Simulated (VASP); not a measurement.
# NiO (Fm-3m) in VASP: further runs, part 2 of 3

VASP 6.6.1. The steps go on from the part before.

## (4) Electric field gradients, LDA, collinear spin, ferromagnetic start

INCAR reads:

```
SYSTEM = NiO
PREC     = Accurate       ! precision mode
ENCUT    = 520            ! plane-wave cutoff, eV
EDIFF    = 1E-8           ! SCF threshold, eV
ISMEAR   = 0              ! smearing method
SIGMA    = 0.02           ! smearing width, eV
LREAL    = .FALSE.        ! projectors in reciprocal space
LASPH    = .TRUE.         ! aspherical terms in the spheres
NELM     = 100            ! most SCF steps
ALGO     = Normal         ! electronic algorithm
ISIF     = 2              ! what is computed and relaxed
LWAVE    = .FALSE.        ! write WAVECAR
LCHARG   = .FALSE.        ! write CHGCAR
ISPIN    = 2              ! spin polarisation
MAGMOM   = 1 0            ! initial moments
LORBIT   = 11             ! projections on sites
LMAXMIX  = 4              ! l up to which the mixer works
GGA      = CA             ! functional
LEFG     = .TRUE.
```

KPOINTS reads:

```
Automatic mesh
0
G
  11 11 11
  0 0 0
```

POSCAR reads:

```
NiO
1.0
    0.0000000000      2.0913095100      2.0913095100
    2.0913095100      0.0000000000      2.0913095100
    2.0913095100      2.0913095100      0.0000000000
Ni O
1 1
Direct
    0.0000000000      0.0000000000      0.0000000000
    0.5000000000      0.5000000000      0.5000000000
```

Potentials or basis: VASP PAW LDA potentials, release 64 (Ni, O).

On the command line:

```bash
cat potpaw_LDA.64/Ni/POTCAR potpaw_LDA.64/O/POTCAR > POTCAR
mpirun -np 1 vasp_std > vasp.out
```

OUTCAR:

```text
SYSTEM = NiO
   PREC = Accurate
   ENCUT = 520
   EDIFF = 1E-8
   ISMEAR = 0
   LREAL = .FALSE.
   LASPH = .TRUE.
   NELM = 100
   ISIF = 2
   ISPIN = 2
   LORBIT = 11
   GGA = CA

 ion  position               nearest neighbor table
   1  0.000  0.000  0.000-   2 2.09   2 2.09   2 2.09   2 2.09   2 2.09   2 2.09
   2  0.500  0.500  0.500-   1 2.09   1 2.09   1 2.09   1 2.09   1 2.09   1 2.09

  LATTYP: Found a face centered cubic cell.
 ALAT       =     4.1826190200

  Lattice vectors:

 A1 = (   0.0000000000,   2.0913095100,   2.0913095100)
 A2 = (   2.0913095100,   0.0000000000,   2.0913095100)
 A3 = (   2.0913095100,   2.0913095100,   0.0000000000)

Analysis of symmetry for initial positions (statically):
=====================================================================
 Subroutine PRICEL returns:
 Original cell was already a primitive cell.

 Routine SETGRP: Setting up the symmetry group for a
 face centered cubic supercell.

 Subroutine GETGRP returns: Found 48 space group operations
 (whereof 48 operations were pure point group operations)
 out of a pool of 48 trial point group operations.

The static configuration has the point symmetry O_h .

Analysis of symmetry for dynamics (positions and initial velocities):
=====================================================================
 Subroutine PRICEL returns:
 Original cell was already a primitive cell.

 Routine SETGRP: Setting up the symmetry group for a
 face centered cubic supercell.

 Subroutine GETGRP returns: Found 48 space group operations
[... 955 lines left out ...]
  -------------------------------------------------------------------------------------
  Total       -2.3985333     -2.3985333     -2.3985333      0.0000000      0.0000000     -0.0000000
  in kB     -210.0735662   -210.0735662   -210.0735662      0.0000000      0.0000000     -0.0000000
  external PRESSURE =    -210.0735662 kB  Pullay stress =       0.0000000 kB

 VOLUME and BASIS-vectors are now :
 -----------------------------------------------------------------------------
  energy-cutoff  :      520.00
  volume of cell :       18.29
      direct lattice vectors                 reciprocal lattice vectors
     0.000000000  2.091309510  2.091309510    -0.239084649  0.239084649  0.239084649
     2.091309510  0.000000000  2.091309510     0.239084649 -0.239084649  0.239084649
     2.091309510  2.091309510  0.000000000     0.239084649  0.239084649 -0.239084649

 POSITION                                       TOTAL-FORCE (eV/Angst)
 -----------------------------------------------------------------------------------
      0.00000      0.00000      0.00000         0.000000     -0.000000      0.000000
      2.09131      2.09131      2.09131        -0.000000      0.000000      0.000000
 -----------------------------------------------------------------------------------
    total drift:                                0.000000     -0.000000     -0.000000

  FREE ENERGIE OF THE ION-ELECTRON SYSTEM (eV)
  ---------------------------------------------------
  free  energy   TOTEN  =       -13.2710777934 eV

  energy  without entropy=      -13.2707197401  energy(sigma->0) =      -13.27089877

 Electric field gradients (V/A^2)
---------------------------------------------------------------------
 ion       V_xx      V_yy      V_zz      V_xy      V_xz      V_yz
---------------------------------------------------------------------
   1      -0.000     0.000    -0.000    -0.002    -0.002    -0.002
   2       0.000     0.000    -0.000    -0.002    -0.002    -0.002
---------------------------------------------------------------------

 Electric field gradients after diagonalization (V/A^2)
 (convention: |V_zz| > |V_xx| > |V_yy|)
----------------------------------------------------------------------
 ion       V_xx      V_yy      V_zz     asymmetry (V_yy - V_xx)/ V_zz
----------------------------------------------------------------------
   1       0.002     0.002    -0.004       0.000
   2       0.002     0.002    -0.003       0.000
----------------------------------------------------------------------

           NMR quadrupolar parameters

 Cq : quadrupolar parameter    Cq=e*Q*V_zz/h
 eta: asymmetry parameters     (V_yy - V_xx)/ V_zz
 Q  : nuclear electric quadrupole moment in mb (millibarn)
----------------------------------------------------------------------
 ion       Cq(MHz)       eta       Q (mb)
----------------------------------------------------------------------
   1      -0.000       0.000       1.000
   2      -0.000       0.000       1.000
----------------------------------------------------------------------

 total charge

# of ion       s       p       d       tot
------------------------------------------
    1        0.329   0.391   8.352   9.072
    2        1.560   3.333   0.000   4.893
--------------------------------------------------
tot          1.890   3.724   8.352  13.966

 magnetization (x)

# of ion       s       p       d       tot
------------------------------------------
    1        0.004   0.004   0.294   0.303
    2        0.008   0.038   0.000   0.046
--------------------------------------------------
tot          0.012   0.042   0.294   0.348
```

OSZICAR:

```text
N       E                     dE             d eps       ncg     rms          rms(c)
DAV:   1     0.850064411849E+02    0.85006E+02   -0.77256E+03  2984   0.153E+03
DAV:   2    -0.991479947410E+01   -0.94921E+02   -0.84537E+02  3142   0.290E+02
DAV:   3    -0.154023082258E+02   -0.54875E+01   -0.52810E+01  3267   0.779E+01
DAV:   4    -0.154632571099E+02   -0.60949E-01   -0.60910E-01  3211   0.819E+00
DAV:   5    -0.154646266641E+02   -0.13696E-02   -0.13695E-02  3274   0.125E+00    0.137E+01
DAV:   6    -0.148179913940E+02    0.64664E+00   -0.17327E+01  3122   0.844E+01    0.166E+01
DAV:   7    -0.133207981477E+02    0.14972E+01   -0.66589E+00  3289   0.713E+01    0.513E+00
DAV:   8    -0.132715361627E+02    0.49262E-01   -0.43551E-01  3497   0.114E+01    0.227E+00
DAV:   9    -0.132731580125E+02   -0.16218E-02   -0.27732E-02  3389   0.273E+00    0.550E-01
DAV:  10    -0.132710281057E+02    0.21299E-02   -0.49992E-03  3547   0.170E+00    0.111E-01
DAV:  11    -0.132710889455E+02   -0.60840E-04   -0.78110E-04  3879   0.401E-01    0.591E-02
DAV:  12    -0.132710777171E+02    0.11228E-04   -0.34418E-05  4334   0.110E-01    0.203E-02
DAV:  13    -0.132710784365E+02   -0.71933E-06   -0.37709E-06  3593   0.255E-02    0.113E-02
DAV:  14    -0.132710778217E+02    0.61472E-06   -0.69076E-07  3202   0.181E-02    0.559E-03
DAV:  15    -0.132710777968E+02    0.24923E-07   -0.57604E-08  2876   0.365E-03    0.148E-03
DAV:  16    -0.132710777934E+02    0.34140E-08   -0.18765E-08  1608   0.274E-03
   1 F= -.13271078E+02 E0= -.13270899E+02  d E =-.358053E-03  mag=     0.3585
```

It took 15 s on 1 thread of Intel Xeon Platinum 8488C (Sapphire Rapids), shared host; peak memory 0.15 GiB.

What came out:

```
Free energy                                           : -13.2711 eV
Pressure                                              : -21.0 GPa
Band gap on the k mesh                                : none (metal or under the smearing width)
Net moment                                            : 0.36 μB per cell
Site moments                                          : Ni +0.30; O +0.05 μB
Valence electrons inside the program's atomic spheres : Ni 9.07; O 4.89
```

Levels at points of the mesh, in eV from the Fermi level:
Spin up:
```tsv
k point	band 4	band 5	band 6	band 7	band 8	band 9	band 10	band 11	band 12	band 13
(0.00, 0.00, 0.00)	-3.08	-1.89	-1.89	-1.89	-1.80	-1.80	1.66	17.76	18.98	18.98
```
Spin down:
| k point | band 5 | band 6 | band 7 | band 8 | band 9 | band 10 | band 11 | band 12 |
| --- | --- | --- | --- | --- | --- | --- | --- | --- |
| (0.00, 0.00, 0.00) | -1.69 | -1.69 | -1.69 | -1.41 | -1.41 | 1.73 | 17.77 | 19.05 |

Electric field gradients, principal values (V/Å²):
```
atom    Vxx    Vyy     Vzz
1 Ni  0.002  0.002  -0.004
 2 O  0.002  0.002  -0.003
```

Caveat: so large a pressure means that the cell lies far from this level's equilibrium, or that cutoff or potentials fall short; semilocal functionals often make such compounds metallic where correlation or magnetic order opens a gap, which also shifts bond lengths.

## (5) Core levels, LDA, collinear spin, ferromagnetic start

INCAR reads:

```
SYSTEM = NiO
  PREC = Accurate
  ENCUT = 520
  EDIFF = 1E-6
  ISMEAR = 0
  SIGMA = 0.02
  LREAL = .FALSE.
  LASPH = .TRUE.
  NELM = 100
  ALGO = Normal
  ISIF = 2
  LWAVE = .FALSE.
  LCHARG = .FALSE.
  ISPIN = 2
  MAGMOM = 1 0
  LORBIT = 11
  LMAXMIX = 4
  GGA = CA
  ICORELEVEL = 1
```

KPOINTS reads:

```
regular mesh
0
G
  11 11 11
  0 0 0
```

POSCAR is that of step 4.

Potentials or basis: VASP PAW LDA potentials, release 64 (Ni, O).

On the command line:

```bash
cat potpaw_LDA.64/Ni/POTCAR potpaw_LDA.64/O/POTCAR > POTCAR
mpirun -np 1 vasp_std > vasp.out
```

OUTCAR:

```text
SYSTEM = NiO
   PREC = Accurate
   ENCUT = 520
   EDIFF = 1E-6
   ISMEAR = 0
   LREAL = .FALSE.
   LASPH = .TRUE.
   NELM = 100
   ISIF = 2
   ISPIN = 2
   LORBIT = 11
   GGA = CA

 ion  position               nearest neighbor table
   1  0.000  0.000  0.000-   2 2.09   2 2.09   2 2.09   2 2.09   2 2.09   2 2.09
   2  0.500  0.500  0.500-   1 2.09   1 2.09   1 2.09   1 2.09   1 2.09   1 2.09

  LATTYP: Found a face centered cubic cell.
 ALAT       =     4.1826190200

  Lattice vectors:

 A1 = (   0.0000000000,   2.0913095100,   2.0913095100)
 A2 = (   2.0913095100,   0.0000000000,   2.0913095100)
 A3 = (   2.0913095100,   2.0913095100,   0.0000000000)

Analysis of symmetry for initial positions (statically):
=====================================================================
 Subroutine PRICEL returns:
 Original cell was already a primitive cell.

 Routine SETGRP: Setting up the symmetry group for a
 face centered cubic supercell.

 Subroutine GETGRP returns: Found 48 space group operations
 (whereof 48 operations were pure point group operations)
 out of a pool of 48 trial point group operations.

[... 858 lines left out ...]
      6       6.4225      1.00000
      7       6.5800      1.00000
      8       6.8596      1.00000
      9       8.4507      0.00000
     10      12.7636      0.00000
     11      19.7020      0.00000
     12      20.6835      0.00000
     13      23.8998      0.00000

 [... further k-points ...]
[... 5 lines left out ...]
  --------------------------------------------------------------------------------------
  -------------------------------------------------------------------------------------
  Total       -2.4222985     -2.4222985     -2.4222985     -0.0000000      0.0000000      0.0000000
  in kB     -212.1550164   -212.1550164   -212.1550164     -0.0000000      0.0000000      0.0000000
  external PRESSURE =    -212.1550164 kB  Pullay stress =       0.0000000 kB

 VOLUME and BASIS-vectors are now :
 -----------------------------------------------------------------------------
  energy-cutoff  :      520.00
  volume of cell :       18.29
      direct lattice vectors                 reciprocal lattice vectors
     0.000000000  2.091309510  2.091309510    -0.239084649  0.239084649  0.239084649
     2.091309510  0.000000000  2.091309510     0.239084649 -0.239084649  0.239084649
     2.091309510  2.091309510  0.000000000     0.239084649  0.239084649 -0.239084649

 POSITION                                       TOTAL-FORCE (eV/Angst)
 -----------------------------------------------------------------------------------
      0.00000      0.00000      0.00000         0.000000     -0.000000     -0.000000
      2.09131      2.09131      2.09131        -0.000000      0.000000      0.000000
 -----------------------------------------------------------------------------------
    total drift:                                0.000000     -0.000000     -0.000000

  FREE ENERGIE OF THE ION-ELECTRON SYSTEM (eV)
  ---------------------------------------------------
  free  energy   TOTEN  =       -13.2710784361 eV

  energy  without entropy=      -13.2707181329  energy(sigma->0) =      -13.27089828

 total charge

# of ion       s       p       d       tot
------------------------------------------
    1        0.329   0.391   8.352   9.072
    2        1.560   3.333   0.000   4.893
--------------------------------------------------
tot          1.890   3.724   8.352  13.966

 magnetization (x)

# of ion       s       p       d       tot
------------------------------------------
    1        0.004   0.004   0.294   0.302
    2        0.008   0.038   0.000   0.046
--------------------------------------------------
tot          0.012   0.042   0.294   0.348
```

Run time: 12 s. Hardware: 1 thread of Intel Xeon Platinum 8488C (Sapphire Rapids), shared host; peak memory 0.15 GiB.

Results:

```
Free energy                                           : -13.2711 eV
Pressure                                              : -21.2 GPa
Band gap on the k mesh                                : none (metal or under the smearing width)
Net moment                                            : 0.36 μB per cell
Site moments                                          : Ni +0.30; O +0.05 μB
Valence electrons inside the program's atomic spheres : Ni 9.07; O 4.89
```

Levels at points of the mesh, in eV from the Fermi level:
Spin up:
| k point | band 6 | band 7 | band 8 | band 9 | band 10 | band 11 |
| --- | --- | --- | --- | --- | --- | --- |
| (0.00, 0.00, 0.00) | -1.89 | -1.89 | -1.80 | -1.80 | 1.66 | 17.76 |
Spin down:
```
           k point  band 6  band 7  band 8  band 9  band 10  band 11
(0.00, 0.00, 0.00)   -1.69   -1.69   -1.41   -1.41     1.73    17.77
```

Core levels (eV, on the scale of the bands):
```tsv
atom	levels
1 Ni	1s -8155.9, 2s -962.0, 2p -827.4, 3s -94.5, 3p -55.6
2 O	1s -495.5
```

Caveat: so large a pressure means that the cell lies far from this level's equilibrium, or that cutoff or potentials fall short; semilocal functionals often make such compounds metallic where correlation or magnetic order opens a gap, which also shifts bond lengths.

(Part 2 of 3 ends here.)
